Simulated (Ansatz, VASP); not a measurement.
## AlN: VASP beside Ansatz

```xyz
2
Lattice="0.0000 2.1194 2.1194 2.1194 0.0000 2.1194 2.1194 2.1194 0.0000" Properties=species:S:1:pos:R:3 pbc="T T T"
Al    0.0000    0.0000    0.0000
N     3.1790    3.1790    3.1790
```

Change from the starting cell: strain -0.030 along x and y, -0.030 along z, atoms carried along.

Alike in both runs: task single point; functional r2SCAN; k mesh 10 × 10 × 10; occupations gaussian, width 0.05 eV; no spin polarisation.

```csv
,VASP,Ansatz
version,VASP 6.6.1,Ansatz 0.2.0
potentials or method,"VASP PAW PBE potentials, release 64 (Al, N)","scalar-relativistic, plane waves, PAW"
plane-wave cutoff (eV),520,500
valence electrons in the cell,8,8
```

Ansatz gave:

- gap on the k mesh at the Fermi level (eV): 4.01
- least direct gap on the mesh (eV): 5.72
- pressure (GPa): 22.9

Task: Estimate VASP's values.

Result: gap on the k mesh at the Fermi level (eV): 4.00; least direct gap on the mesh (eV): 5.76; pressure (GPa): 22.6.

Caveats: so large a pressure means that the cell lies far from this level's equilibrium, or that cutoff or potentials fall short (VASP); the potentials were made for another functional, which shifts forces and pressure (VASP). A k mesh can miss the band edges.
